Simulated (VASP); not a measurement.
# Sn (I4_1/amd) in VASP: a series of runs, part 2 of 2

VASP 6.6.1. Earlier steps stand in the parts before.

**4. Relaxation of shape and atoms at fixed volume, PBE (a relaxed cell with its volume scaled by 1.04)**

INCAR

```
PREC = Accurate
ENCUT = 300
EDIFF = 1E-7
ISMEAR = 0
SIGMA = 0.03
LREAL = False
LASPH = True
NELM = 80
ALGO = Normal
ISIF = 4
LWAVE = False
LCHARG = False
GGA = PE
IBRION = 2
NSW = 40
EDIFFG = -0.01
```

KPOINTS

```
Automatic mesh
0
Gamma
  6 6 6
```

POSCAR

```
Sn                                      
1.0
   -3.0165096956      3.0165096956      1.6168628394
    3.0165096956     -3.0165096956      1.6168628394
    3.0165096956      3.0165096956     -1.6168628394
  Sn            
     2
Direct
     0.0000000000000000    0.0000000000000000    0.0000000000000000
     0.7500000000000000    0.2500000000000000    0.5000000000000000
```

Potentials or basis: VASP PAW PBE potentials, release 64 (Sn).

On the command line:

```
$ cat potpaw_PBE.64/Sn/POTCAR > POTCAR
$ mpirun -np 1 vasp_std > vasp.out
```

OUTCAR:

```text
PREC = Accurate
   ENCUT = 300
   EDIFF = 1E-7
   ISMEAR = 0
   LREAL = False
   LASPH = True
   NELM = 80
   ISIF = 4
   GGA = PE
   IBRION = 2
   NSW = 40
   EDIFFG = -0.01

 ion  position               nearest neighbor table
   1  0.000  0.000  0.000-   2 3.12   2 3.12   2 3.12   2 3.12
   2  0.750  0.250  0.500-   1 3.12   1 3.12   1 3.12   1 3.12

  LATTYP: Found a body centered tetragonal cell.
 ALAT       =     6.0330193912
 C/A-ratio  =     0.5360045226

  Lattice vectors:

 A1 = (  -3.0165096956,   3.0165096956,   1.6168628394)
 A2 = (   3.0165096956,  -3.0165096956,   1.6168628394)
 A3 = (   3.0165096956,   3.0165096956,  -1.6168628394)

Analysis of symmetry for initial positions (statically):
=====================================================================
 Subroutine PRICEL returns:
 Original cell was already a primitive cell.

 Routine SETGRP: Setting up the symmetry group for a
 body centered tetragonal supercell.

 Subroutine GETGRP returns: Found 16 space group operations
 (whereof  8 operations were pure point group operations)
 out of a pool of 16 trial point group operations.

The static configuration has the point symmetry D_2d.
[... 166 lines left out ...]
 E-fermi :   4.5993     XC(G=0):  -9.7869

 val. band max:        4.5941023392   @ k =  -0.3333   0.3333   0.0000
 cond. band min:       4.6177848239   @ k =  -0.1667  -0.3333   0.1667
 fundamental gap:      0.0236824848
 Fermi energy:         4.5993114541

 k-point     1 :       0.0000    0.0000    0.0000
  band No.  band energies     occupation
      1      -6.0434      2.00000
      2       0.4953      2.00000
      3       2.6938      2.00000
      4       2.6938      2.00000
      5       7.5540      0.00000
      6      10.2238      0.00000
      7      10.2238      0.00000
      8      11.0583      0.00000
[... 243 lines left out ...]
 k-point    24 :      -0.1667   -0.3333    0.1667
  band No.  band energies     occupation
      1      -2.5444      2.00000
      2       0.4438      2.00000
      3       1.6975      2.00000
      4       3.4462      2.00000
      5       3.8968      2.00000
      6       4.6178      0.38384
      7       7.5562      0.00000
      8       8.4412      0.00000

 [... further k-points ...]
[... 5 lines left out ...]
  --------------------------------------------------------------------------------------
  -------------------------------------------------------------------------------------
  Total       -0.6171759     -0.6171759     -0.6222092      0.0000000      0.0000000     -0.0000000
  in kB      -16.8026154    -16.8026154    -16.9396487      0.0000000      0.0000000     -0.0000000
  external PRESSURE =     -16.8482932 kB  Pullay stress =       0.0000000 kB

 VOLUME and BASIS-vectors are now :
 -----------------------------------------------------------------------------
  energy-cutoff  :      300.00
  volume of cell :       58.85
      direct lattice vectors                 reciprocal lattice vectors
    -3.016509696  3.016509696  1.616862839     0.000000000  0.165754481  0.309240826
     3.016509696 -3.016509696  1.616862839     0.165754481  0.000000000  0.309240826
     3.016509696  3.016509696 -1.616862839     0.165754481  0.165754481  0.000000000

 POSITION                                       TOTAL-FORCE (eV/Angst)
 -----------------------------------------------------------------------------------
      0.00000      0.00000      0.00000        -0.000000      0.000000      0.000000
      0.00000      3.01651      0.80843         0.000000     -0.000000     -0.000000
 -----------------------------------------------------------------------------------
    total drift:                               -0.000000     -0.000000     -0.000000

  FREE ENERGIE OF THE ION-ELECTRON SYSTEM (eV)
  ---------------------------------------------------
  free  energy   TOTEN  =        -7.5661558154 eV

  energy  without entropy=       -7.5653765137  energy(sigma->0) =       -7.56576616

 reached required accuracy - stopping structural energy minimisation
```

OSZICAR:

```text
N       E                     dE             d eps       ncg     rms          rms(c)
DAV:   1     0.713320789832E+01    0.71332E+01   -0.21363E+03   480   0.470E+02
DAV:   2    -0.742463268658E+01   -0.14558E+02   -0.14146E+02   800   0.607E+01
DAV:   3    -0.759322862215E+01   -0.16860E+00   -0.16836E+00   552   0.876E+00
DAV:   4    -0.759364394047E+01   -0.41532E-03   -0.41530E-03   696   0.504E-01
DAV:   5    -0.759364440171E+01   -0.46124E-06   -0.46116E-06   560   0.117E-02    0.219E+00
DAV:   6    -0.757713461027E+01    0.16510E-01   -0.54223E-03   560   0.551E-01    0.130E+00
DAV:   7    -0.756598409809E+01    0.11151E-01   -0.14745E-02   512   0.911E-01    0.875E-02
DAV:   8    -0.756615027577E+01   -0.16618E-03   -0.29692E-04   648   0.128E-01    0.196E-02
DAV:   9    -0.756615681021E+01   -0.65344E-05   -0.72872E-06   608   0.219E-02    0.409E-03
DAV:  10    -0.756615580471E+01    0.10055E-05   -0.16834E-06   592   0.832E-03    0.727E-04
DAV:  11    -0.756615581538E+01   -0.10668E-07   -0.30412E-08   328   0.138E-03
   1 F= -.75661558E+01 E0= -.75657662E+01  d E =-.756616E+01
```

It took 9.3 s on 1 thread of Intel Xeon Platinum 8259CL at 2.50GHz (Skylake/Cascade Lake), shared host; peak memory 0.15 GiB.

Results:

- Free energy: -7.5662 eV
- Pressure after relaxing: -1.7 GPa
- Band gap on the k mesh: none (metal or under the smearing width)

Final structure:
```
Sn
1.0
    -3.01651    3.01651    1.61686
     3.01651   -3.01651    1.61686
     3.01651    3.01651   -1.61686
Sn
2
Direct
  0.00000 0.00000 0.00000
  0.75000 0.25000 0.50000
```

Caveat: the k mesh is coarse (spacing up to 0.37 Å⁻¹), so the values aren't converged; the relaxation stopped at its first step, so nothing moved.

**5. Relaxation of shape and atoms at fixed volume, PBE (a relaxed cell with its volume scaled by 1.06)**

INCAR is that of step 4.

KPOINTS is that of step 4.

POSCAR

```
Sn                                      
1.0
   -3.0357236512      3.0357236512      1.6271616065
    3.0357236512     -3.0357236512      1.6271616065
    3.0357236512      3.0357236512     -1.6271616065
  Sn            
     2
Direct
     0.0000000000000000    0.0000000000000000    0.0000000000000000
     0.7500000000000000    0.2500000000000000    0.5000000000000000
```

On the command line:

```
$ cat potpaw_PBE.64/Sn/POTCAR > POTCAR
$ mpirun -np 1 vasp_std > vasp.out
```

Run time: 9.9 s. Hardware: 1 thread of Intel Xeon Platinum 8259CL at 2.50GHz (Skylake/Cascade Lake), shared host; peak memory 0.15 GiB.

It converged, with:

| Quantity | Value |
| --- | --- |
| Free energy | -7.5516 eV |
| Pressure after relaxing | -2.4 GPa |
| Band gap on the k mesh | none (metal or under the smearing width) |

Final structure:
```xyz
2
Lattice="-3.0357 3.0357 1.6272 3.0357 -3.0357 1.6272 3.0357 3.0357 -1.6272" Properties=species:S:1:pos:R:3 pbc="T T T"
Sn    0.0000    0.0000    0.0000
Sn    0.0000    3.0357    0.8136
```

Levels at points of the mesh, in eV from the Fermi level:
| k point | band 2 | band 3 | band 4 | band 5 | band 6 | band 7 |
| --- | --- | --- | --- | --- | --- | --- |
| (0.00, 0.00, 0.00) | -4.13 | -1.84 | -1.84 | 3.00 | 5.55 | 5.55 |
| (0.50, 0.00, 0.00) | -5.14 | -2.44 | -1.61 | -0.96 | 2.29 | 2.54 |
| (0.50, 0.50, 0.00) | -8.48 | 0.48 | 0.48 | 1.21 | 1.21 | 5.76 |
| (0.50, 0.50, 0.50) | -7.45 | -4.33 | -4.33 | 4.91 | 4.91 | 8.20 |

Caveat: the k mesh is coarse (spacing up to 0.37 Å⁻¹), so the values aren't converged; the relaxation stopped at its first step, so nothing moved.

**6. Summary**

| cell | gap on the mesh (eV) | pressure (GPa) |
| --- | --- | --- |
| atoms relaxed at fixed volume | none | 0.0 |
| atoms relaxed at fixed volume from: a relaxed cell with its volume scaled by 1.02 | none | -0.9 |
| atoms relaxed at fixed volume from: a relaxed cell with its volume scaled by 1.04 | none | -1.7 |
| atoms relaxed at fixed volume from: a relaxed cell with its volume scaled by 1.06 | none | -2.4 |

Alike in all rows: task relaxation of shape and atoms at fixed volume; level PBE; potentials or basis VASP PAW PBE potentials, release 64 (Sn); no spin polarisation; k mesh 6 × 6 × 6; cutoff (eV) 300; smearing gaussian 0.03 eV; the mesh is coarse, so values aren't converged.

Caveats: all runs use coarse meshes; the relaxation stopped at its first step, so nothing moved.

Absolute energies hang on the potentials; compare differences alone.
